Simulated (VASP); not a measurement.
# ZnS: training a force field on the fly

ZnS, P6_3mc (no. 186), 32 atoms in the cell. PBE, machine-learned force field trained on the fly; PAW potentials Zn, S (PBE set).

## Input

INCAR.step1:
```
SYSTEM = ZnS
PREC     = Normal         ! precision mode
ENCUT    = 310            ! plane-wave cutoff, eV
EDIFF    = 1E-5           ! SCF threshold, eV
LREAL    = Auto         
ALGO     = Fast           ! electronic algorithm
NELMIN   = 4            
NELM     = 100            ! most SCF steps
ISYM     = 0            
ISMEAR   = 0              ! smearing method
SIGMA    = 0.05           ! smearing width, eV
LWAVE    = .FALSE.        ! write WAVECAR
LCHARG   = .FALSE.        ! write CHGCAR
IBRION   = 0              ! ionic algorithm
ISIF     = 2              ! what is computed and relaxed
TEBEG    = 750          
POTIM    = 2.0            ! step
RANDOM_SEED= 530951 0 0   
MDALGO   = 1            
ANDERSEN_PROB= 0.1          
NSW      = 80             ! ionic steps
ML_LMLFF = .TRUE.       
ML_MODE  = train        
ML_CTIFOR= 1E-6         
ML_ICRITERIA= 0            
ML_NMDINT= 1             
```

INCAR.step2, as INCAR.step1 but for:
```
- TEBEG = 750
- RANDOM_SEED = 530951 0 0
- MDALGO = 1
- ANDERSEN_PROB = 0.1
- NSW = 80
- ML_CTIFOR = 1E-6
- ML_ICRITERIA = 0
- ML_NMDINT = 1
+ TEBEG = 450
+ RANDOM_SEED = 857287 0 0
+ MDALGO = 3
+ LANGEVIN_GAMMA = 10 10
+ NSW = 1500
+ TEEND = 938
+ ML_CTIFOR = 0.02
```

INCAR.step3:
```
SYSTEM = ZnS
PREC     = Normal         ! precision mode
ENCUT    = 310            ! plane-wave cutoff, eV
EDIFF    = 1E-5           ! SCF threshold, eV
LREAL    = Auto         
ALGO     = Fast           ! electronic algorithm
NELMIN   = 4            
NELM     = 100            ! most SCF steps
ISYM     = 0            
ISMEAR   = 0              ! smearing method
SIGMA    = 0.05           ! smearing width, eV
LWAVE    = .FALSE.        ! write WAVECAR
LCHARG   = .FALSE.        ! write CHGCAR
ML_LMLFF = .TRUE.       
ML_MODE  = refit         
```

INCAR.step4, as INCAR.step3 but for:
```
- EDIFF = 1E-5
- LREAL = Auto
- ALGO = Fast
- NELMIN = 4
- NELM = 100
- ML_MODE = refit
+ ML_MODE = run
+ NWRITE = 2
+ IBRION = -1
+ NSW = 0
```

INCAR.step5:
```
SYSTEM = ZnS
PREC     = Normal         ! precision mode
ENCUT    = 310            ! plane-wave cutoff, eV
EDIFF    = 1E-5           ! SCF threshold, eV
LREAL    = Auto         
ALGO     = Fast           ! electronic algorithm
NELMIN   = 4            
NELM     = 100            ! most SCF steps
ISYM     = 0            
ISMEAR   = 0              ! smearing method
SIGMA    = 0.05           ! smearing width, eV
LWAVE    = .FALSE.        ! write WAVECAR
LCHARG   = .FALSE.        ! write CHGCAR
```

INCAR.step6:
```
SYSTEM = ZnS
PREC     = Normal         ! precision mode
ENCUT    = 310            ! plane-wave cutoff, eV
ISYM     = 0            
ISMEAR   = 0              ! smearing method
SIGMA    = 0.05           ! smearing width, eV
LWAVE    = .FALSE.        ! write WAVECAR
LCHARG   = .FALSE.        ! write CHGCAR
ML_LMLFF = .TRUE.       
ML_MODE  = run          
NWRITE   = 0            
IBRION   = 2              ! ionic algorithm
NSW      = 300            ! ionic steps
EDIFFG   = -2E-4          ! ionic threshold
ISIF     = 2              ! what is computed and relaxed
```

INCAR.step9, as INCAR.step6 but for:
```
- IBRION = 2
- NSW = 300
- EDIFFG = -2E-4
+ IBRION = 6
+ NFREE = 2
+ POTIM = 0.01
+ NSW = 1
+ PHON_LMC = .TRUE.
+ PHON_NSTRUCT = -1
```

KPOINTS:
```
k-points
0
Gamma
  1 1 1
```

POSCAR.step1:
```
ZnS
1.0
    7.6220000000      0.0000000000      0.0000000000
   -3.8110000000      6.6008456276      0.0000000000
    0.0000000000      0.0000000000     12.4680000000
Zn S
16 16
Direct
    0.3466027700      0.1788272200      0.2540238700
    0.3404366700      0.1681881800      0.7517868100
    0.3312647500      0.6753574000      0.2467125300
    0.3352057800      0.6668224500      0.7497337600
    0.8345143800      0.1598498700      0.2428775000
    0.8411453300      0.1682806600      0.7448732300
    0.8418441700      0.6651173200      0.2537352000
    0.8283437900      0.6624565300      0.7542923000
    0.1654378700      0.3308857700     -0.0040716000
    0.1746618300      0.3391538000      0.4946526300
    0.1678034400      0.8334583800     -0.0004771600
    0.1607809900      0.8321987100      0.4934929700
    0.6592846900      0.3311358000      0.0057583900
    0.6649275200      0.3292687000      0.4967775800
    0.6736593600      0.8299350900     -0.0026139900
    0.6679243100      0.8317983500      0.5015449600
    0.3397329900      0.1858036800      0.4424078400
    0.3407870500      0.1698134400      0.9417706100
    0.3268978100      0.6777157700      0.4485833000
    0.3315025200      0.6700559900      0.9483172300
    0.8360370300      0.1748448400      0.4404706600
    0.8354829500      0.1798830900      0.9361300300
    0.8332613100      0.6604878000      0.4387904100
    0.8395747600      0.6625323500      0.9438132400
    0.1692565300      0.3337198300      0.1950865300
    0.1751393400      0.3312520100      0.6872604600
    0.1684967500      0.8427161400      0.1933043200
    0.1517188300      0.8140620600      0.6920085900
    0.6652926700      0.3294839700      0.1929035200
    0.6581547700      0.3221749200      0.6946078400
    0.6670899900      0.8425464200      0.1983679000
    0.6545997100      0.8302189600      0.6911444200
```

Commands (each step's output is kept before the next begins):
```
cat potpaw_PBE.64/Zn/POTCAR potpaw_PBE.64/S/POTCAR > POTCAR
cp INCAR.step1 INCAR
cp POSCAR.step1 POSCAR
mpirun -np 4 vasp_gam > vasp.out
cp ML_ABN ../ML_AB
cp CONTCAR POSCAR
cp ../ML_AB ML_AB
cp INCAR.step2 INCAR
mpirun -np 4 vasp_gam > vasp.out
cp ML_ABN ../ML_AB
cp CONTCAR POSCAR
cp ../ML_AB ML_AB
cp INCAR.step3 INCAR
mpirun -np 4 vasp_gam > vasp.out
cp ML_FFN ../ML_FF
cp ../ML_FF ML_FF
rm ML_AB
cp INCAR.step4 INCAR
mpirun -np 4 vasp_gam > vasp.out
cp INCAR.step5 INCAR
mpirun -np 4 vasp_gam > vasp.out
cp INCAR.step6 INCAR
mpirun -np 4 vasp_gam > vasp.out
cp CONTCAR ../POSCAR.min
cp CONTCAR POSCAR
cp INCAR.step5 INCAR
mpirun -np 4 vasp_gam > vasp.out
cp INCAR.step4 INCAR
mpirun -np 4 vasp_gam > vasp.out
cp INCAR.step9 INCAR
mpirun -np 4 vasp_gam > vasp.out
cp DYNMATFULL ../DYNMATFULL
```

## Result

- Force error of the fit (eV/Å): 0.028
- Energy error of the fit (eV/atom): 0.0006

The training runs are MD at 450 to 938 K, 3.2 ps in all.

Between the relaxed minimum and a frame of the training run, the force field gives 4.565 eV and DFT 4.552 eV.

ML_LOGFILE.step1:
```
# STATUS This line describes the overall status of each step.
# STATUS
# STATUS nstep ..... MD time step or input structure counter
# STATUS state ..... One-word description of step action
# STATUS             - "accurate"  (1) : Errors are low, force field is used
# STATUS             - "threshold" (2) : Errors exceeded threshold, structure is sampled from ab initio
# STATUS             - "learning"  (3) : Stored configurations are used for training force field
# STATUS             - "critical"  (4) : Errors are high, ab initio sampling and learning is enforced
# STATUS             - "predict"   (5) : Force field is used in prediction mode only, no error checking
# STATUS             - "predfast"  (6) : Prediction mode only, no error checking, no error estimates
# STATUS             - "interval"  (7) : Errors exceeded threshold, but too close to last sampling (ML_NMDINT)
# STATUS is ........ Integer representation of above one-word description (integer in parenthesis)
# STATUS doabin .... Perform ab initio calculation (T/F)
# STATUS iff ....... Force field available (T/F, False after startup hints to possible convergence problems)
[... 34 lines left out ...]
BEEF                   77   2.21264754E-06   9.58849484E-03   4.58275941E-03   1.00000000E-06   1.31875786E-01   8.51080918E-02
BEEF                   78   2.28536865E-06   9.83078748E-03   4.64543921E-03   1.00000000E-06   1.31802906E-01   8.49923668E-02
BEEF                   79   2.24484412E-06   9.78123953E-03   4.61124827E-03   1.00000000E-06   1.24989285E-01   8.28561245E-02
BEEF                   80   2.29833530E-06   1.00819962E-02   4.64966800E-03   1.00000000E-06   1.21233805E-01   8.21078217E-02
ERR                    77   2.23597567E-04   2.61875340E-02   4.38431164E-01
ERR                    78   2.44263869E-04   2.63494556E-02   4.54970558E-01
ERR                    79   2.38223353E-04   2.61133053E-02   4.24552089E-01
ERR                    80   2.58553768E-04   2.60838611E-02   4.29093603E-01
```

ML_LOGFILE.step2:
```
# STATUS This line describes the overall status of each step.
# STATUS
# STATUS nstep ..... MD time step or input structure counter
# STATUS state ..... One-word description of step action
# STATUS             - "accurate"  (1) : Errors are low, force field is used
# STATUS             - "threshold" (2) : Errors exceeded threshold, structure is sampled from ab initio
# STATUS             - "learning"  (3) : Stored configurations are used for training force field
# STATUS             - "critical"  (4) : Errors are high, ab initio sampling and learning is enforced
# STATUS             - "predict"   (5) : Force field is used in prediction mode only, no error checking
# STATUS             - "predfast"  (6) : Prediction mode only, no error checking, no error estimates
# STATUS             - "interval"  (7) : Errors exceeded threshold, but too close to last sampling (ML_NMDINT)
# STATUS is ........ Integer representation of above one-word description (integer in parenthesis)
# STATUS doabin .... Perform ab initio calculation (T/F)
# STATUS iff ....... Force field available (T/F, False after startup hints to possible convergence problems)
[... 34 lines left out ...]
BEEF                 1497   9.21018327E-06   3.82961264E-02   1.13241119E-02   2.63589245E-02   3.98722143E-01   2.92174457E-01
BEEF                 1498   9.42344325E-06   3.95010134E-02   1.15118086E-02   2.63589245E-02   4.12981566E-01   3.00860557E-01
BEEF                 1499   9.55255927E-06   4.01564716E-02   1.16142658E-02   2.63589245E-02   4.23282287E-01   3.06770261E-01
BEEF                 1500   8.75508529E-06   3.67125428E-02   1.10150859E-02   2.79363705E-02   3.71211504E-01   2.66835873E-01
ERR                  1419   6.32917500E-04   3.12342217E-02   5.07607030E-01
ERR                  1429   6.44360427E-04   3.14027004E-02   5.05816280E-01
ERR                  1483   6.98377632E-04   3.16511790E-02   5.21850899E-01
ERR                  1500   6.90014413E-04   3.18048195E-02   5.27595796E-01
```

ML_LOGFILE.step3:
```
# STATUS This line describes the overall status of each step.
# STATUS
# STATUS nstep ..... MD time step or input structure counter
# STATUS state ..... One-word description of step action
# STATUS             - "accurate"  (1) : Errors are low, force field is used
# STATUS             - "threshold" (2) : Errors exceeded threshold, structure is sampled from ab initio
# STATUS             - "learning"  (3) : Stored configurations are used for training force field
# STATUS             - "critical"  (4) : Errors are high, ab initio sampling and learning is enforced
# STATUS             - "predict"   (5) : Force field is used in prediction mode only, no error checking
# STATUS             - "predfast"  (6) : Prediction mode only, no error checking, no error estimates
# STATUS             - "interval"  (7) : Errors exceeded threshold, but too close to last sampling (ML_NMDINT)
# STATUS is ........ Integer representation of above one-word description (integer in parenthesis)
# STATUS doabin .... Perform ab initio calculation (T/F)
# STATUS iff ....... Force field available (T/F, False after startup hints to possible convergence problems)
[... 19 lines left out ...]
# BEEF bee_max_stress ... Bayesian error estimate of stresses (max) (kB)
# BEEF bee_ave_stress ... Bayesian error estimate of stresses (average) (kB)
# BEEF              nstep       bee_energy    bee_max_force    bee_ave_force        threshold   bee_max_stress   bee_ave_stress
# BEEF                  2                3                4                5                6                7                8
# SPRSC This line shows the results of sparsification regarding the number
# SPRSC of reference structures and local reference configurations.
# SPRSC
STATUS                  0  learning  3      T      F         0         0
STATUS                  1  accurate  1      F      T         1         1
SPRSC                   0       158       158 Zn       514       514 S        505       505
ERR                     0   5.75824826E-04   2.77035935E-02   4.32308107E-01
```

VASP 6.6.1 took 786 s on 4 cores (Intel Xeon 6975P-C (Granite Rapids)), a shared host.
